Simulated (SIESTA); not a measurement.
Runs of SIESTA 5.4.2 on TiC. It takes space group Fm-3m (No. 225, cubic). Conventional cell: a = 4.331 Å, b = 4.331 Å, c = 4.331 Å, α = 90.00°, β = 90.00°, γ = 90.00°. Ti (site symmetry m-3m) is surrounded by 6 C at 2.17 Å. C (site symmetry m-3m) is surrounded by 6 Ti at 2.17 Å. The cell is a database's computed one.

```tsv
potentials or basis	gap on the mesh (eV)	pressure (GPa)
PseudoDojo 0.4 standard (PBE files), SZ (energy shift 0.003 Ry)	none	(a)
PseudoDojo 0.4 standard (PBE files), DZ (energy shift 0.003 Ry; two zetas on semicore shells)	none	2.1
PseudoDojo 0.4 standard (PBE files), DZDP (energy shift 0.003 Ry; two zetas on semicore shells)	none	1.8
PseudoDojo 0.4 standard (PBE files), SZP (energy shift 0.003 Ry)	none	2.1
PseudoDojo 0.4 standard (PBE files), TZDP (energy shift 0.003 Ry; two zetas on semicore shells)	none	1.4
PseudoDojo 0.4 standard (PBE files), DZP (energy shift 0.003 Ry; two zetas on semicore shells)	none	1.4
PseudoDojo 0.4 standard (PBE files), TZP (energy shift 0.003 Ry; two zetas on semicore shells)	none	1.0
```

Alike in all rows: task single point; level PBE; no spin polarisation; cell as given; k mesh 11 × 11 × 11; smearing fermi-dirac 0.05 eV; grid cutoff 800 Ry; energy shift 0.003 Ry.

Question: Fill in the values left out.

Answer: (a) -2.6.

Caveats: the basis of atomic orbitals isn't converged, which shifts pressures, moduli and gaps; the basis has no polarisation orbitals (some runs).

A gap of «none» marks a metal or a gap under the smearing width.
